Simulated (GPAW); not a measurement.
# MoS2 (P6_3/mmc) in GPAW: single point with PBE

Aim: the single point of MoS2 with PBE.

Everything below comes from runs of GPAW 26.7.0. Logs are shortened: lines on timing, memory, paths and dates and some standing lists are left out, and cuts for length are marked. The log counts tension as positive stress, the text compression.

**Experimental background.**

From “Multiwavelength excitation Raman Scattering Analysis of bulk and 2 dimensional MoS2: Vibrational properties of atomically thin MoS2 layers”, 2015, arxiv:1506.03228, for a bulk crystal of MoS2 at 300 K: band gap 1.3 eV (indirect).

How close the calculation comes is told below.

**1. Starting point**

It takes space group P6_3/mmc (No. 194, hexagonal). The conventional cell has a = 3.169 Å, b = 3.169 Å, c = 12.324 Å, α = 90.00°, β = 90.00°, γ = 120.00°. Mo (site symmetry -6m2) is surrounded by 6 S at 2.41 Å. Around S (site symmetry 3m) lie 3 Mo at 2.41 Å.

**2. Single point, PBE**

run.py reads:

```python
from ase import Atoms
from ase.dft.bandgap import bandgap
from ase.io import write
from ase.units import GPa
from gpaw import GPAW, PW

atoms = Atoms(['Mo', 'Mo', 'S', 'S', 'S', 'S'],
              cell=[[3.169, 0.0, 0.0],
                    [-1.5845, 2.7444345046, 0.0],
                    [0.0, 0.0, 12.324]],
              scaled_positions=[[0.6666666667, 0.3333333333, 0.75],
                                [0.3333333333, 0.6666666667, 0.25],
                                [0.6666666667, 0.3333333333, 0.377],
                                [0.3333333333, 0.6666666667, 0.877],
                                [0.6666666667, 0.3333333333, 0.123],
                                [0.3333333333, 0.6666666667, 0.623]],
              pbc=True)

calc = GPAW(mode=PW(450),
            xc='PBE',
            kpts={'size': (8, 8, 2), 'gamma': True},
            occupations={'name': 'fermi-dirac', 'width': 0.05},
            nbands=46,
            maxiter=120,
            txt='gpaw.txt')
atoms.calc = calc
energy = atoms.get_potential_energy()
forces = atoms.get_forces()
stress = atoms.get_stress()
calc.write('gs.gpw')
write('result.traj', atoms)
print(f'Energy: {energy:.6f} eV')
print('Forces (eV/A):')
print(forces.round(4))
print('Stress (GPa):', (stress / GPa).round(3))
print('Fermi level:', round(calc.get_fermi_level(), 4), 'eV')
print(f'Gap: {bandgap(calc)[0]:.4f} eV, direct: {bandgap(calc, direct=True)[0]:.4f} eV')
```

Potentials or basis: GPAW PAW data sets (gpaw-data 1.2.1), pw.

Command:

```console
OMP_NUM_THREADS=1 python run.py
```

gpaw.txt:

```text
__  _  _
 | _ |_)|_||  |
 |__||  | ||/\| - 26.7.0

Input parameters:
  mode=PW(ecut=450.00000000000006),
  kpts=MonkhorstPack(size=(8, 8, 2), gamma=True),
  maxiter=120,
  nbands=46,
  occupations=Occupations(name='fermi-dirac', width=0.05),
  xc=XC(name='PBE')

Diagonalizing LCAO Hamiltonian
Converting LCAO to pw mode

        S

           Mo
        S

           S
        Mo

           S

Atoms  # Å, Bohr magnetons
|   | symbol |         x |        y |         z |    initial magnetic moments |
|---|--------|-----------|----------|-----------|-----------------------------|
| 0 |     Mo |  1.584500 | 0.914812 |  9.243000 | ( 0.0000,  0.0000,  0.0000) |
| 1 |     Mo | -0.000000 | 1.829623 |  3.081000 | ( 0.0000,  0.0000,  0.0000) |
| 2 |      S |  1.584500 | 0.914812 |  4.646148 | ( 0.0000,  0.0000,  0.0000) |
| 3 |      S | -0.000000 | 1.829623 | 10.808148 | ( 0.0000,  0.0000,  0.0000) |
| 4 |      S |  1.584500 | 0.914812 |  1.515852 | ( 0.0000,  0.0000,  0.0000) |
| 5 |      S | -0.000000 | 1.829623 |  7.677852 | ( 0.0000,  0.0000,  0.0000) |

Unit cell  # Å
| periodic |         x |        y |         z |   lengths |     angles |
|----------|-----------|----------|-----------|-----------|------------|
|      yes |  3.169000 | 0.000000 |  0.000000 |  3.169000 |  90.000000 |
|      yes | -1.584500 | 2.744435 |  0.000000 |  3.169000 |  90.000000 |
|      yes |  0.000000 | 0.000000 | 12.324000 | 12.324000 | 120.000000 |

Number of symmetries: 12
Symmetry operations  # r_c * U_cc + t_c -> r_c
|    | kind |            matrix            |
|----|------|------------------------------|
|  0 |  σ   |  1, 1, 0,  0,-1, 0,  0, 0, 1 |
|  1 |  S6  |  1, 1, 0, -1, 0, 0,  0, 0,-1 |
|  2 |  E   |  1, 0, 0,  0, 1, 0,  0, 0, 1 |
|  3 |  C2  |  1, 0, 0, -1,-1, 0,  0, 0,-1 |
|  4 |  C2  |  0, 1, 0,  1, 0, 0,  0, 0,-1 |
|  5 |  C3  |  0, 1, 0, -1,-1, 0,  0, 0, 1 |
|  6 |  S6  |  0,-1, 0,  1, 1, 0,  0, 0,-1 |
|  7 |  σ   |  0,-1, 0, -1, 0, 0,  0, 0, 1 |
|  8 |  σ   | -1, 0, 0,  1, 1, 0,  0, 0, 1 |
|  9 |  i   | -1, 0, 0,  0,-1, 0,  0, 0,-1 |
| 10 |  C3  | -1,-1, 0,  1, 0, 0,  0, 0, 1 |
| 11 |  C2  | -1,-1, 0,  0, 1, 0,  0, 0,-1 |

BZ-sampling:
  Number of BZ points: 128
  Number of IBZ points: 20

  Monkhorst-Pack size: [8, 8, 2]
  Monkhorst-Pack shift: [0.0625, 0.0625, 0.25]

K-points  # in reciprocal-cell coordinates
|     |                                coordinates |     weight |
|-----|--------------------------------------------|------------|
|   0 | (  0.00000000,   0.00000000,   0.00000000) | 0.00781250 |
|   1 | (  0.00000000,   0.00000000,   0.50000000) | 0.00781250 |
|   2 | (  0.12500000,   0.00000000,   0.00000000) | 0.04687500 |
|   3 | (  0.12500000,   0.00000000,   0.50000000) | 0.04687500 |
|   4 | (  0.25000000,  -0.12500000,   0.00000000) | 0.04687500 |
|   5 | (  0.25000000,  -0.12500000,   0.50000000) | 0.04687500 |
|   6 | (  0.25000000,   0.00000000,   0.00000000) | 0.04687500 |
|   7 | (  0.25000000,   0.00000000,   0.50000000) | 0.04687500 |
|   8 | (  0.37500000,  -0.12500000,   0.00000000) | 0.09375000 |
|   9 | (  0.37500000,  -0.12500000,   0.50000000) | 0.09375000 |
| ... |                                            |            |
|  19 | (  0.50000000,   0.50000000,   0.50000000) | 0.02343750 |

Plane wave coefficients: 2382
Cutoff: 450.00000000000006 eV

Spin-components: 1 (collinear spins)
Bands:           46
Projectors:      32
Spin-degeneracy: 2
Datatype:        complex128

Parallelization:
  kpt:    1
  domain: 1
  band:   1

Density:
  Valence electrons: 52.0
  Components: 1
  Grid points: [16 16 63]
  Charge: 0.0  # |e|

Potential:
  Grid points: [16 16 63]

species:
  Mo:
    name:    Molybdenum
    Z:       42.0
    valence: 14
    core:    28
    charge:  0.0  # [|e|]
    compensation charges:
      type: gauss
      rc: 0.38  # [Å]
      lmax: 2
    cutoffs:
      filter: 2.16  # [Å]
      core: 1.42  # [Å]
    projectors
    | kind |    occ | energy [eV] | rcut [Å] |
    |------|--------|-------------|----------|
    |   4s |  2.000 |     -64.307 |    1.238 |
    |   5s |  1.000 |      -4.084 |    1.238 |
    |   4p |  6.000 |     -38.491 |    1.296 |
    |   5p |  0.000 |      -1.044 |    1.296 |
    |   4d |  5.000 |      -3.754 |    1.296 |
    |    d |        |      23.458 |    1.296 |

    Using partial waves for Mo as LCAO basis

  S:
    name:    Sulfur
    Z:       16.0
    valence: 6
    core:    10
    charge:  0.0  # [|e|]
    compensation charges:
      type: gauss
      rc: 0.24  # [Å]
      lmax: 2
    cutoffs:
      filter: 1.77  # [Å]
      core: 1.66  # [Å]
    projectors
    | kind |    occ | energy [eV] | rcut [Å] |
    |------|--------|-------------|----------|
    |   3s |  2.000 |     -17.254 |    0.974 |
    |   3p |  4.000 |      -7.008 |    0.979 |
    |    s |        |       9.957 |    0.974 |
    |    p |        |      20.203 |    0.979 |
    |    d |        |       0.000 |    0.900 |

    Using partial waves for S as LCAO basis

Reference energy: -263698.624853  # eV

eigensolver:
  PPCG
  Converge bands: occupied
  niter=2

density mixing:
  MSR1-Mixer
  Pratt-step length: 0.05
  Maximum mixing coefficient: 0.75
  Old densities: 10
  SVD Regularization: 0.005
  Good broyden scale: 1.0
  Trust region scale: 1.0
  Backstep threshold: 4.0
  History deletion threshold: 6.0
  Fourier metric: weight=20.0, sigma=0.015

occupation numbers:
  Fermi-Dirac:
    width: 0.0500  # eV

poisson solver:
  ecut: 3600.0000000000005  # eV

xc functional:
  name: PBE with 2 nearest neighbor stencil

convergence criteria:
- Maximum [total energy] change in last 3 cyles: 0.0005 eV / valence electron
- Maximum integral of absolute [dens]ity change: 0.0001 electrons / valence electron
- Maximum integral of absolute [eigenst]ate change: 4e-08 eV^2 / valence electron
maximum number of iterations: 120

SCF iterations
|iter     | |      energy | eigst |  dens |
|---------|-|-------------|-------|-------|
|iter:   1| |  -47.141017 | +0.50 |       |
|iter:   2| |  -46.287031 | -1.16 | -0.98 |
|iter:   3| |  -44.237378 | -1.13 | -1.05 |
|iter:   4| |  -44.121732 | -1.97 | -1.46 |
|iter:   5| |  -44.123695 | -2.58 | -1.77 |
|iter:   6| |  -44.116751c| -3.08 | -2.04 |
|iter:   7| |  -44.111566c| -4.05 | -2.53 |
|iter:   8| |  -44.111467c| -5.31 | -3.06 |
|iter:   9| |  -44.111477c| -6.23 | -3.56 |
|iter:  10| |  -44.111477c| -7.59c| -4.39c|

Converged in 10 steps
Energy contributions relative to reference atoms: (reference = -263698.624853)

Energy contributions:
  Kinetic:          -1.049345
  Coulomb:         -11.100268
  Zero:             -0.353014
  External:          0.000000
  Xc:              -31.608847
  Entropy:          -0.000004
  Spinorbit:         0.000000
  ----------------------------
  Free energy:     -44.111479
  Extrapolated:    -44.111477

dipole moment: (0.000001, 0.000002, 0.000007)  # |e|*Ang

Fermi level: 8.592
Eigenvalues  # (at kpt = [0.000, 0.000, 0.000])
| band index |      eig [eV] | occ [0-2] |
|------------|---------------|-----------|
|          0 |       -53.401 |     2.000 |
|        ... |               |           |
|         18 |         4.937 |     2.000 |
|         19 |         6.019 |     2.000 |
|         20 |         6.019 |     2.000 |
|         21 |         6.065 |     2.000 |
|         22 |         6.065 |     2.000 |
|         23 |         6.993 |     2.000 |
|         24 |         7.029 |     2.000 |
|         25 |         8.169 |     2.000 |
|         26 |        10.263 |     0.000 |
|         27 |        10.263 |     0.000 |
|         28 |        10.292 |     0.000 |
|         29 |        10.292 |     0.000 |
|         30 |        10.429 |     0.000 |
|         31 |        10.429 |     0.000 |
|         32 |        10.600 |     0.000 |
|         33 |        10.600 |     0.000 |
|        ... |               |           |
|         45 |        20.564 |     0.000 |

Gap: 0.973 eV
Transition (v -> c):
  (s=0, k=0, n=25, [0.00, 0.00, 0.00]) -> (s=0, k=8, n=26, [0.38, -0.12, 0.00])
Direct/indirect transitions are different
Direct gap: 1.911 eV
Transition at: (s=0, k=12, n=25, [0.38, 0.38, 0.00])

Forces  # eV/Ang
|        x |        y |        z |
|----------|----------|----------|
|  0.00000 | -0.00000 | -0.00037 |  # Mo   0
|  0.00000 |  0.00000 |  0.00037 |  # Mo   1
|  0.00000 |  0.00000 | -0.05663 |  # S    2
| -0.00000 |  0.00000 | -0.05509 |  # S    3
|  0.00000 | -0.00000 |  0.05509 |  # S    4
|  0.00000 |  0.00000 |  0.05663 |  # S    5

Stress tensor  # eV/Ang^3
|         x |         y |         z |
|-----------|-----------|-----------|
| -0.010089 |  0.000000 |  0.000000 |
| -0.000000 | -0.010089 |  0.000000 |
|  0.000000 |  0.000000 | -0.012876 |

# Writing to gs.gpw (mode='')
```

It took 34 s on 1 thread of Arm Neoverse V2, shared host; peak memory 0.21 GiB.

What came out:

```yaml
Free_energy: -44.1115 eV
Pressure: 1.8 GPa
Largest_force: 0.057 eV/Å
Band_gap_on_the_k_mesh: 0.97 eV, indirect (least direct gap 1.91 eV)
```

Forces in eV/Å, atoms in the order of the input:
```
Mo   0.000  0.000  0.000
Mo   0.000  0.000  0.000
S    0.000  0.000 -0.057
S    0.000  0.000 -0.055
S    0.000  0.000  0.055
S    0.000  0.000  0.057
```

Levels at points of the mesh, in eV from the valence-band top:
```
           k point  band 22  band 23  band 24  band 25  band 26  band 27  band 28  band 29  band 30  band 31
(0.00, 0.00, 0.00)    -2.10    -2.10    -1.18    -1.14     0.00     2.09     2.09     2.12     2.12     2.26
(0.00, 0.00, 0.50)    -2.13    -2.13    -2.13    -0.26    -0.26     2.10     2.10     2.10     2.10     2.35
(0.50, 0.50, 0.00)    -2.46    -1.72    -1.52    -1.39    -1.27     1.57     1.62     1.97     2.23     2.83
(0.50, 0.50, 0.50)    -2.60    -1.62    -1.62    -1.32    -1.32     1.59     1.59     2.11     2.11     3.20
```

Caveat: the cutoff is short for stress and forces, so pressures can be off by a GPa or more; this functional lacks dispersion, which binds the layers, so the pressure and a relaxed spacing across them are unreliable.

**3. Against experiment**

Step 2. Against the measured gap of MoS2, 1.3 eV (indirect; 300 K; “Multiwavelength excitation Raman Scattering Analysis of bulk and 2 dimensional MoS2: Vibrational properties of atomically thin MoS2 layers”, 2015, arxiv:1506.03228), the calculated 0.97 eV is off by -0.33 eV. Spin-orbit coupling on Mo is left out. The value is that of PBE on a finite k mesh, which can miss the band edges, without temperature or zero-point motion. Semilocal functionals fall short of measured gaps as a rule.
